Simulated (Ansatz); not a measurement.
Sn: levels along high-symmetry lines

```
Sn
1.0
    -2.02919    2.02919    1.66076
     2.02919   -2.02919    1.66076
     2.02919    2.02919   -1.66076
Sn
1
Direct
  0.00000 0.00000 0.00000
```

The cell is the one relaxed in the Materials Project (mp-55), not relaxed further here; entries there can be hypothetical.

No spin–orbit coupling, which matters for the heavy atoms here.

All numbers below come from Ansatz 0.2.0, DFT, PBE, all-electron LAPW, scalar-relativistic.

The runs use a Γ-centred 16×16×16 k mesh, Fermi–Dirac smearing of 0.05 eV, basis error target 1 meV/atom, no spin polarisation.

Points in fractions of the reciprocal vectors of this cell: Γ (0, 0, 0), X (0, 0, 0.5), M (-0.5, 0.5, 0.5), Z (0.417, 0.417, -0.417), Z0 (-0.417, 0.583, 0.417), P (0.25, 0.25, 0.25). The path joins them by straight lines in the order Γ–X–M–Γ–Z–Z0–M–X–P; legs that retrace an earlier one aren't tabulated. Energies are in eV from the Fermi level.

(1) Metal or insulator at this level of theory?

(2) Tabulate bands 7 to 13, counted from the lowest band of the run, along the path.

Results:

(1) No gap opens: metallic or semimetallic.

(2) 
```json
{"k (1/Å)": "0.00", "point": "Γ", "band 7": "-21.51", "band 8": "-21.50", "band 9": "-21.39", "band 10": "-11.06", "band 11": "6.75", "band 12": "6.75", "band 13": "9.32"}
{"k (1/Å)": "0.27", "point": "", "band 7": "-21.51", "band 8": "-21.48", "band 9": "-21.40", "band 10": "-10.76", "band 11": "3.97", "band 12": "6.96", "band 13": "8.47"}
{"k (1/Å)": "0.55", "point": "", "band 7": "-21.52", "band 8": "-21.43", "band 9": "-21.41", "band 10": "-9.89", "band 11": "0.29", "band 12": "7.11", "band 13": "7.42"}
{"k (1/Å)": "0.82", "point": "", "band 7": "-21.49", "band 8": "-21.43", "band 9": "-21.37", "band 10": "-8.49", "band 11": "-2.89", "band 12": "6.12", "band 13": "7.71"}
{"k (1/Å)": "1.09", "point": "X", "band 7": "-21.48", "band 8": "-21.44", "band 9": "-21.35", "band 10": "-7.29", "band 11": "-4.69", "band 12": "5.77", "band 13": "7.73"}
{"k (1/Å)": "1.37", "point": "", "band 7": "-21.46", "band 8": "-21.45", "band 9": "-21.35", "band 10": "-7.01", "band 11": "-4.40", "band 12": "5.00", "band 13": "6.30"}
{"k (1/Å)": "1.64", "point": "", "band 7": "-21.45", "band 8": "-21.41", "band 9": "-21.36", "band 10": "-6.16", "band 11": "-3.55", "band 12": "3.38", "band 13": "3.74"}
{"k (1/Å)": "1.92", "point": "", "band 7": "-21.39", "band 8": "-21.36", "band 9": "-21.36", "band 10": "-4.76", "band 11": "-2.35", "band 12": "0.35", "band 13": "2.83"}
{"k (1/Å)": "2.19", "point": "M", "band 7": "-21.36", "band 8": "-21.36", "band 9": "-21.33", "band 10": "-3.41", "band 11": "-1.58", "band 12": "-1.58", "band 13": "2.51"}
{"k (1/Å)": "2.58", "point": "", "band 7": "-21.39", "band 8": "-21.38", "band 9": "-21.38", "band 10": "-5.96", "band 11": "-0.90", "band 12": "-0.14", "band 13": "3.15"}
{"k (1/Å)": "2.96", "point": "", "band 7": "-21.45", "band 8": "-21.44", "band 9": "-21.44", "band 10": "-8.73", "band 11": "1.05", "band 12": "1.73", "band 13": "4.99"}
{"k (1/Å)": "3.35", "point": "", "band 7": "-21.49", "band 8": "-21.49", "band 9": "-21.41", "band 10": "-10.47", "band 11": "4.05", "band 12": "4.43", "band 13": "7.62"}
{"k (1/Å)": "3.74", "point": "Γ", "band 7": "-21.51", "band 8": "-21.50", "band 9": "-21.39", "band 10": "-11.06", "band 11": "6.75", "band 12": "6.75", "band 13": "9.32"}
{"k (1/Å)": "4.13", "point": "", "band 7": "-21.51", "band 8": "-21.45", "band 9": "-21.41", "band 10": "-10.43", "band 11": "5.96", "band 12": "6.24", "band 13": "6.24"}
{"k (1/Å)": "4.53", "point": "", "band 7": "-21.49", "band 8": "-21.45", "band 9": "-21.39", "band 10": "-8.55", "band 11": "1.93", "band 12": "3.37", "band 13": "3.37"}
{"k (1/Å)": "4.92", "point": "", "band 7": "-21.46", "band 8": "-21.44", "band 9": "-21.41", "band 10": "-5.54", "band 11": "-0.68", "band 12": "0.58", "band 13": "0.58"}
{"k (1/Å)": "5.32", "point": "Z", "band 7": "-21.39", "band 8": "-21.39", "band 9": "-21.35", "band 10": "-3.39", "band 11": "-1.15", "band 12": "-1.15", "band 13": "-0.02"}
{"k (1/Å)": "5.82", "point": "", "band 7": "-21.47", "band 8": "-21.42", "band 9": "-21.35", "band 10": "-4.99", "band 11": "-3.12", "band 12": "0.72", "band 13": "1.79"}
{"k (1/Å)": "6.32", "point": "", "band 7": "-21.43", "band 8": "-21.36", "band 9": "-21.34", "band 10": "-5.78", "band 11": "-4.17", "band 12": "3.06", "band 13": "4.32"}
{"k (1/Å)": "6.82", "point": "", "band 7": "-21.47", "band 8": "-21.42", "band 9": "-21.35", "band 10": "-4.99", "band 11": "-3.12", "band 12": "0.72", "band 13": "1.79"}
{"k (1/Å)": "7.32", "point": "Z0", "band 7": "-21.39", "band 8": "-21.39", "band 9": "-21.35", "band 10": "-3.39", "band 11": "-1.15", "band 12": "-1.15", "band 13": "-0.02"}
{"k (1/Å)": "7.40", "point": "", "band 7": "-21.38", "band 8": "-21.38", "band 9": "-21.34", "band 10": "-3.37", "band 11": "-1.34", "band 12": "-1.34", "band 13": "0.73"}
{"k (1/Å)": "7.47", "point": "", "band 7": "-21.37", "band 8": "-21.37", "band 9": "-21.34", "band 10": "-3.38", "band 11": "-1.47", "band 12": "-1.47", "band 13": "1.52"}
{"k (1/Å)": "7.55", "point": "", "band 7": "-21.37", "band 8": "-21.37", "band 9": "-21.34", "band 10": "-3.40", "band 11": "-1.55", "band 12": "-1.55", "band 13": "2.21"}
{"k (1/Å)": "7.63", "point": "M", "band 7": "-21.36", "band 8": "-21.36", "band 9": "-21.33", "band 10": "-3.41", "band 11": "-1.58", "band 12": "-1.58", "band 13": "2.51"}
{"k (1/Å)": "8.72", "point": "X", "band 7": "-21.48", "band 8": "-21.44", "band 9": "-21.35", "band 10": "-7.29", "band 11": "-4.69", "band 12": "5.77", "band 13": "7.73"}
{"k (1/Å)": "8.96", "point": "", "band 7": "-21.47", "band 8": "-21.44", "band 9": "-21.37", "band 10": "-7.09", "band 11": "-4.45", "band 12": "3.97", "band 13": "5.97"}
{"k (1/Å)": "9.20", "point": "", "band 7": "-21.46", "band 8": "-21.43", "band 9": "-21.41", "band 10": "-6.49", "band 11": "-3.71", "band 12": "1.29", "band 13": "3.43"}
{"k (1/Å)": "9.43", "point": "", "band 7": "-21.46", "band 8": "-21.43", "band 9": "-21.40", "band 10": "-5.57", "band 11": "-2.52", "band 12": "-1.01", "band 13": "1.09"}
{"k (1/Å)": "9.67", "point": "P", "band 7": "-21.47", "band 8": "-21.43", "band 9": "-21.38", "band 10": "-4.88", "band 11": "-2.17", "band 12": "-0.91", "band 13": "-0.91"}
```
